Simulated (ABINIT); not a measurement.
AlCo in ABINIT: convergence with pawecutdg

Input of the first run (pawecutdg 26 Ha); the others differ in this setting and in those tied to it:

run.abi

```
# Pseudopotentials
pp_dirpath "./"
pseudos "Co.GGA_PBE-JTH.xml, Al.GGA_PBE-JTH.xml"

# Structure
acell 3*1.0
rprim
     5.3278999018     0.0000000000     0.0000000000
     0.0000000000     5.3278999018     0.0000000000
     0.0000000000     0.0000000000     5.3278999018
ntypat 2
znucl 27 13
natom 2
typat 1 2
xred
     0.5000000000     0.5000000000     0.5000000000
     0.0000000000     0.0000000000     0.0000000000

# Plane-wave basis
ecut 26.0
pawecutdg 26.0
pawxcdev 0

# k points
kptopt 1
ngkpt 9 9 9
nshiftk 1
shiftk 0.0 0.0 0.0

# Exchange and correlation
ixc 15

# Bands and occupations
nband 15
occopt 4
tsmear 0.05 eV

# Spin
nsppol 2
spinat
     0.0000000000     0.0000000000     2.0000000000
     0.0000000000     0.0000000000     0.0000000000

# SCF cycle
nstep 100
tolvrs 1.0e-9

# Output
iomode 3
prtwf 0
prtden 0
prteig 0
prtebands 0
```

Potentials or basis: JTH PAW PBE v2.0.

Command:

```bash
$ abinit run.abi > log 2>&1
```

The cell is a database's computed one.

Hardware: 1 thread of Arm Neoverse V1 (shared host).

Task: The values tried are 26 Ha, 31.2, 39, 46.8, 57.2, 70.2, 85.8, loosest first. From which on does the pressure stay within 0.1 GPa of the tightest run that finished?

Result: From 31.2 on.

| pawecutdg | energy less the tightest run (meV/atom) | pressure (GPa) | SCF cycles | CPU time (s) | peak memory (GiB) |
| --- | --- | --- | --- | --- | --- |
| 26 Ha | -1.10 | 10.66 | 20 | 53 | 0.13 |
| 31.2 | 0.01 | 10.46 | 21 | 55 | 0.13 |
| 39 | 0.21 | 10.50 | 21 | 57 | 0.13 |
| 46.8 | 0.21 | 10.49 | 22 | 59 | 0.14 |
| 57.2 | 0.39 | 10.41 | 22 | 60 | 0.14 |
| 70.2 | 0.14 | 10.43 | 22 | 60 | 0.15 |
| 85.8 | 0.00 | 10.45 | 22 | 60 | 0.15 |

Against the tightest run, the energy stays within 1 meV/atom from 31.2 on. The tightest run that finished is the yardstick and may itself not be fully converged.

Caveat, for the tightest run too: the starting moments collapsed, and a magnetic state may lie lower; the PAW data sets were made with another functional, which shifts forces and pressure a little.
